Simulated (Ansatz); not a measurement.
# Cadmium, omega (AlB2-type) under RPBE: ground state and equation of state, part 2 of 2

What does RPBE give for cadmium in the omega (AlB2-type) structure? We relax it, solve it on a dense k-mesh, then scale the cell to 7 volumes from 88 to 112 % of the relaxed one and try a fit of the equation of state. Spin polarisation is left out. The k-meshes are 7×7×10 for the relaxation; 9×9×13 for the dense run; 8×8×11 for the volumes.

Ansatz 0.2.0; DFT, RPBE, plane waves (420 eV) with PAW, scalar-relativistic. Earlier steps stand in the parts before.

## (5) Volume × 0.92

Input file input.yaml:

```yaml
crystal:
  lattice:
    - [5.1145031201, 0.0, 0.0]
    - [-2.55725156, 4.4292896297, 0.0]
    - [0.0, 0.0, 3.0872844767]
  atoms:
    - { symbol: Cd, position: [0.0, 1.0, 0.0] }
    - { symbol: Cd, position: [0.3333333333, 0.6666666667, 0.5] }
    - { symbol: Cd, position: [0.6666666667, 0.3333333333, 0.5] }
hamiltonian:
  xc: rpbe
  pseudopotentials:
    kind: paw
    azcp:
      Cd: "pseudopotentials/Cd.paw.azcp"
basis:
  ecutwfc: 420
  fft_grid_basis: typed
kpoints:
  mp_grid: { grid: [8, 8, 11], shift: [0, 0, 0] }
magnetization:
  spin_polarized: false
scf:
  occupations: { method: fermi_dirac, width: 0.1 }
  lower_state_search: "off"
output:
  stress: true
```

Output, shortened:

```text
Warning: RAYON_NUM_THREADS=2 ignored (pool sized by the plan → 2); use --threads N
[...]
Pseudopotentials: kind: paw
Pseudopotential: Cd, paw, valence charge 20, recommended cutoff 420 eV (normal), <dir>
Functional definition: RPBE
[...]
Crystal: 3 atoms, lattice volume = 69.938 Å³
Basis set: ecut = 420 eV, 1373 PW (Γ)
Bands: 35, of which v1, the nominal top of the filled ones, is band 30 counted from 1 (29 counted from 0)
Symmetry: 24 space group operations
Space group: P6/mmm (ITA 191), of the structure as read, at distance tolerance 4.1e-5 Å
k-points: 60 of 704
[...]
SCF iter   1: F=—  HF=-24787.896507 eV  |F-HF|=—  |Δ(HF+E_count)|=         —  Δρ=4.12e-3  dr2=9.71e-3  ethr=1.77e-3  ⟨swp⟩=5.5  Hψ=7271  notcnv=0
[...]
SCF iter   6: F=-24787.894440 eV  HF=-24787.894440 eV  |F-HF|=4.35e-9  |Δ(HF+E_count)|=   2.63e-8  Δρ=5.68e-6  dr2=2.72e-8  ethr=1.67e-10  ⟨swp⟩=4.0  Hψ=6845  notcnv=0
[...]
SCF converged after 6 iterations
Free energy (F): -24787.894440 eV
[...]
E sigma→0 (E₀):  -24787.876122 eV
Entropy (-TS):   -0.036636 eV (-12.212 meV/atom)
Fermi energy:    13.437762 eV
[...]
--- Stress (GPa, compression-positive) ---
        2.861998      -0.000000       0.000000
       -0.000000       2.861998       0.000000
        0.000000       0.000000       2.817010
  P = ⅓ Tr σ = 2.8470 GPa (28.470 kbar)
```

Wall time 1.5 s (2 threads of Intel Xeon 6975P-C (Granite Rapids), shared host); peak memory 0.42 GiB.

## (6) Volume × 0.96

input.yaml, as its differences from that of step 5:

```diff
@@ -2,5 +2,5 @@
   lattice:
-    - [5.1145031201, 0.0, 0.0]
-    - [-2.55725156, 4.4292896297, 0.0]
-    - [0.0, 0.0, 3.0872844767]
+    - [5.1875773231, 0.0, 0.0]
+    - [-2.5937886615, 4.4925737459, 0.0]
+    - [0.0, 0.0, 3.1313945002]
   atoms:
```

Output, shortened:

```text
Warning: RAYON_NUM_THREADS=2 ignored (pool sized by the plan → 2); use --threads N
[...]
Pseudopotentials: kind: paw
Pseudopotential: Cd, paw, valence charge 20, recommended cutoff 420 eV (normal), <dir>
Functional definition: RPBE
[...]
Crystal: 3 atoms, lattice volume = 72.979 Å³
Basis set: ecut = 420 eV, 1421 PW (Γ)
Bands: 35, of which v1, the nominal top of the filled ones, is band 30 counted from 1 (29 counted from 0)
Symmetry: 24 space group operations
Space group: P6/mmm (ITA 191), of the structure as read, at distance tolerance 4.2e-5 Å
k-points: 60 of 704
[...]
SCF iter   1: F=—  HF=-24787.934711 eV  |F-HF|=—  |Δ(HF+E_count)|=         —  Δρ=4.04e-3  dr2=1.00e-2  ethr=1.77e-3  ⟨swp⟩=5.6  Hψ=7310  notcnv=0
[...]
SCF iter   6: F=-24787.932557 eV  HF=-24787.932557 eV  |F-HF|=5.17e-9  |Δ(HF+E_count)|=   2.42e-8  Δρ=6.19e-6  dr2=3.22e-8  ethr=1.67e-10  ⟨swp⟩=4.2  Hψ=6796  notcnv=0
[...]
SCF converged after 6 iterations
Free energy (F): -24787.932557 eV
[...]
E sigma→0 (E₀):  -24787.913541 eV
Entropy (-TS):   -0.038032 eV (-12.677 meV/atom)
Fermi energy:    12.693470 eV
[...]
--- Stress (GPa, compression-positive) ---
        1.254074       0.000000       0.000000
        0.000000       1.254074       0.000000
        0.000000       0.000000       1.242010
  P = ⅓ Tr σ = 1.2501 GPa (12.501 kbar)
```

It took 1.6 s on 2 threads of Intel Xeon 6975P-C (Granite Rapids), shared host; peak memory 0.42 GiB.

## (7) Volume × 1.0

input.yaml, as its differences from that of step 6:

```diff
@@ -2,5 +2,5 @@
   lattice:
-    - [5.1875773231, 0.0, 0.0]
-    - [-2.5937886615, 4.4925737459, 0.0]
-    - [0.0, 0.0, 3.1313945002]
+    - [5.2586488578, 0.0, 0.0]
+    - [-2.6293244289, 4.5541235004, 0.0]
+    - [0.0, 0.0, 3.1742956463]
   atoms:
@@ -27 +27,5 @@
   stress: true
+  write_density: true
+  write_potential: true
+  elf: true
+  volumetric_format: npy
```

Output, shortened:

```text
Warning: RAYON_NUM_THREADS=2 ignored (pool sized by the plan → 2); use --threads N
[...]
Pseudopotentials: kind: paw
Pseudopotential: Cd, paw, valence charge 20, recommended cutoff 420 eV (normal), <dir>
Functional definition: RPBE
[...]
Crystal: 3 atoms, lattice volume = 76.020 Å³
Basis set: ecut = 420 eV, 1493 PW (Γ)
Bands: 36, of which v1, the nominal top of the filled ones, is band 30 counted from 1 (29 counted from 0)
Symmetry: 24 space group operations
Space group: P6/mmm (ITA 191), of the structure as read, at distance tolerance 4.2e-5 Å
k-points: 60 of 704
[...]
SCF iter   1: F=—  HF=-24787.946873 eV  |F-HF|=—  |Δ(HF+E_count)|=         —  Δρ=3.99e-3  dr2=1.05e-2  ethr=1.77e-3  ⟨swp⟩=6.0  Hψ=7850  notcnv=0  defer=7
[...]
SCF iter   6: F=-24787.944574 eV  HF=-24787.944574 eV  |F-HF|=2.77e-8  |Δ(HF+E_count)|=   4.96e-8  Δρ=9.81e-6  dr2=6.01e-8  ethr=1.67e-10  ⟨swp⟩=10.1  Hψ=14252  notcnv=0
[...]
SCF converged after 6 iterations
Free energy (F): -24787.944574 eV
[...]
E sigma→0 (E₀):  -24787.925251 eV
Entropy (-TS):   -0.038645 eV (-12.882 meV/atom)
Fermi energy:    12.014407 eV
[...]
--- Stress (GPa, compression-positive) ---
        0.079992      -0.000000       0.000000
       -0.000000       0.079992       0.000000
        0.000000       0.000000       0.067318
  P = ⅓ Tr σ = 0.0758 GPa (0.758 kbar)
--- Band table (eV; the first three rows and the last of 60) ---
[...]
```

Wall time 2.4 s (2 threads of Intel Xeon 6975P-C (Granite Rapids), shared host); peak memory 0.44 GiB.

## (8) Volume × 1.04

input.yaml, as its differences from that of step 7:

```diff
@@ -2,5 +2,5 @@
   lattice:
-    - [5.2586488578, 0.0, 0.0]
-    - [-2.6293244289, 4.5541235004, 0.0]
-    - [0.0, 0.0, 3.1742956463]
+    - [5.3278495416, 0.0, 0.0]
+    - [-2.6639247708, 4.6140530506, 0.0]
+    - [0.0, 0.0, 3.2160674846]
   atoms:
@@ -27,5 +27 @@
   stress: true
-  write_density: true
-  write_potential: true
-  elf: true
-  volumetric_format: npy
```

Output, shortened:

```text
Warning: RAYON_NUM_THREADS=2 ignored (pool sized by the plan → 2); use --threads N
[...]
Pseudopotentials: kind: paw
Pseudopotential: Cd, paw, valence charge 20, recommended cutoff 420 eV (normal), <dir>
Functional definition: RPBE
[...]
Crystal: 3 atoms, lattice volume = 79.061 Å³
Basis set: ecut = 420 eV, 1553 PW (Γ)
Bands: 35, of which v1, the nominal top of the filled ones, is band 30 counted from 1 (29 counted from 0)
Symmetry: 24 space group operations
Space group: P6/mmm (ITA 191), of the structure as read, at distance tolerance 4.3e-5 Å
k-points: 60 of 704
[...]
SCF iter   1: F=—  HF=-24787.939875 eV  |F-HF|=—  |Δ(HF+E_count)|=         —  Δρ=3.95e-3  dr2=1.09e-2  ethr=1.77e-3  ⟨swp⟩=5.6  Hψ=7311  notcnv=0
[...]
SCF iter   6: F=-24787.937461 eV  HF=-24787.937461 eV  |F-HF|=4.04e-8  |Δ(HF+E_count)|=   2.64e-8  Δρ=1.05e-5  dr2=7.59e-8  ethr=1.67e-10  ⟨swp⟩=4.2  Hψ=7062  notcnv=0
[...]
SCF converged after 6 iterations
Free energy (F): -24787.937461 eV
[...]
E sigma→0 (E₀):  -24787.918229 eV
Entropy (-TS):   -0.038464 eV (-12.821 meV/atom)
Fermi energy:    11.390645 eV
[...]
--- Stress (GPa, compression-positive) ---
       -0.766788      -0.000000       0.000000
       -0.000000      -0.766788       0.000000
        0.000000       0.000000      -0.808133
  P = ⅓ Tr σ = -0.7806 GPa (-7.806 kbar)
```

Run time: 1.6 s. Hardware: 2 threads of Intel Xeon 6975P-C (Granite Rapids), shared host; peak memory 0.43 GiB.

## (9) Volume × 1.08

input.yaml, as its differences from that of step 8:

```diff
@@ -2,5 +2,5 @@
   lattice:
-    - [5.3278495416, 0.0, 0.0]
-    - [-2.6639247708, 4.6140530506, 0.0]
-    - [0.0, 0.0, 3.2160674846]
+    - [5.3952978353, 0.0, 0.0]
+    - [-2.6976489176, 4.6724649863, 0.0]
+    - [0.0, 0.0, 3.2567815217]
   atoms:
```

Output, shortened:

```text
Warning: RAYON_NUM_THREADS=2 ignored (pool sized by the plan → 2); use --threads N
[...]
Pseudopotentials: kind: paw
Pseudopotential: Cd, paw, valence charge 20, recommended cutoff 420 eV (normal), <dir>
Functional definition: RPBE
[...]
Crystal: 3 atoms, lattice volume = 82.101 Å³
Basis set: ecut = 420 eV, 1625 PW (Γ)
Bands: 35, of which v1, the nominal top of the filled ones, is band 30 counted from 1 (29 counted from 0)
Symmetry: 24 space group operations
Space group: P6/mmm (ITA 191), of the structure as read, at distance tolerance 4.3e-5 Å
k-points: 60 of 704
[...]
SCF iter   1: F=—  HF=-24787.919021 eV  |F-HF|=—  |Δ(HF+E_count)|=         —  Δρ=3.91e-3  dr2=1.14e-2  ethr=1.77e-3  ⟨swp⟩=5.6  Hψ=7334  notcnv=0
[...]
SCF iter   7: F=-24787.916464 eV  HF=-24787.916464 eV  |F-HF|=3.02e-10  |Δ(HF+E_count)|=   2.57e-8  Δρ=3.87e-6  dr2=1.62e-8  ethr=1.67e-10  ⟨swp⟩=4.0  Hψ=6111  notcnv=0
[...]
SCF converged after 7 iterations
Free energy (F): -24787.916464 eV
[...]
E sigma→0 (E₀):  -24787.897652 eV
Entropy (-TS):   -0.037624 eV (-12.541 meV/atom)
Fermi energy:    10.814992 eV
[...]
--- Stress (GPa, compression-positive) ---
       -1.373181      -0.000000       0.000000
       -0.000000      -1.373181       0.000000
        0.000000       0.000000      -1.445494
  P = ⅓ Tr σ = -1.3973 GPa (-13.973 kbar)
```

It took 1.9 s on 2 threads of Intel Xeon 6975P-C (Granite Rapids), shared host; peak memory 0.44 GiB.

## (10) Volume × 1.12

input.yaml, as its differences from that of step 9:

```diff
@@ -2,5 +2,5 @@
   lattice:
-    - [5.3952978353, 0.0, 0.0]
-    - [-2.6976489176, 4.6724649863, 0.0]
-    - [0.0, 0.0, 3.2567815217]
+    - [5.4611006355, 0.0, 0.0]
+    - [-2.7305503178, 4.729451883, 0.0]
+    - [0.0, 0.0, 3.2965022842]
   atoms:
```

Output, shortened:

```text
Warning: RAYON_NUM_THREADS=2 ignored (pool sized by the plan → 2); use --threads N
[...]
Pseudopotentials: kind: paw
Pseudopotential: Cd, paw, valence charge 20, recommended cutoff 420 eV (normal), <dir>
Functional definition: RPBE
[...]
Crystal: 3 atoms, lattice volume = 85.142 Å³
Basis set: ecut = 420 eV, 1661 PW (Γ)
Bands: 35, of which v1, the nominal top of the filled ones, is band 30 counted from 1 (29 counted from 0)
Symmetry: 24 space group operations
Space group: P6/mmm (ITA 191), of the structure as read, at distance tolerance 4.4e-5 Å
k-points: 60 of 704
[...]
SCF iter   1: F=—  HF=-24787.888287 eV  |F-HF|=—  |Δ(HF+E_count)|=         —  Δρ=3.85e-3  dr2=1.17e-2  ethr=1.77e-3  ⟨swp⟩=5.7  Hψ=7386  notcnv=0
[...]
SCF iter   7: F=-24787.885580 eV  HF=-24787.885580 eV  |F-HF|=9.09e-10  |Δ(HF+E_count)|=   1.97e-8  Δρ=3.67e-6  dr2=1.52e-8  ethr=1.67e-10  ⟨swp⟩=3.9  Hψ=6110  notcnv=0
[...]
SCF converged after 7 iterations
Free energy (F): -24787.885580 eV
[...]
E sigma→0 (E₀):  -24787.867367 eV
Entropy (-TS):   -0.036427 eV (-12.142 meV/atom)
Fermi energy:    10.281641 eV
[...]
--- Stress (GPa, compression-positive) ---
       -1.803084      -0.000000       0.000000
       -0.000000      -1.803084       0.000000
        0.000000       0.000000      -1.890198
  P = ⅓ Tr σ = -1.8321 GPa (-18.321 kbar)
```

It took 2.2 s on 2 threads of Intel Xeon 6975P-C (Granite Rapids), shared host; peak memory 0.44 GiB.

## (11) Energy and pressure against volume

The cell was scaled evenly, with its shape and the fractional positions fixed.

```tsv
V (Å³/atom)	E − E₀ (meV/atom)	P from the stress (GPa)	P from the fit (GPa)
22.299	40.6	5.01	4.94
23.313	16.4	2.85	2.80
24.326	3.9	1.25	1.23
25.340	0.0	0.08	0.07
26.354	2.4	-0.78	-0.77
27.367	9.2	-1.40	-1.37
28.381	19.3	-1.83	-1.79
```

Fit (Birch-Murnaghan, third order): V₀ = 25.413 Å³/atom, B₀ = 24 GPa, B₀′ = 7.0, largest residual 0.02 meV/atom.

## (12) What came out

This closing draws on all 2 parts.

| quantity | value |
| --- | --- |
| space group (spins left aside) | P6/mmm (No. 191) |
| conventional cell | a = 5.259 Å, c = 3.174 Å (c/a = 0.604) |
| volume | 25.340 Å³/atom |
| shortest distance | 3.036 Å |
| gap on the mesh | none (levels filled in part) |
| relative to hcp | +46 meV/atom |
| V₀, B₀, B₀′ | 25.413 Å³/atom, 24 GPa, 7.0 |

The relaxation enlarged the cell by 17.4 % in volume. It lies 46 meV/atom above the element's reference form at the same level (hcp, from a run of its own). Levels at the Fermi energy are filled in part, as in a metal. The fitted modulus is 24 GPa; letting shape and positions relax at each volume could only lower it. The symmetry was held, so the structure may be unstable against distortions that break it.
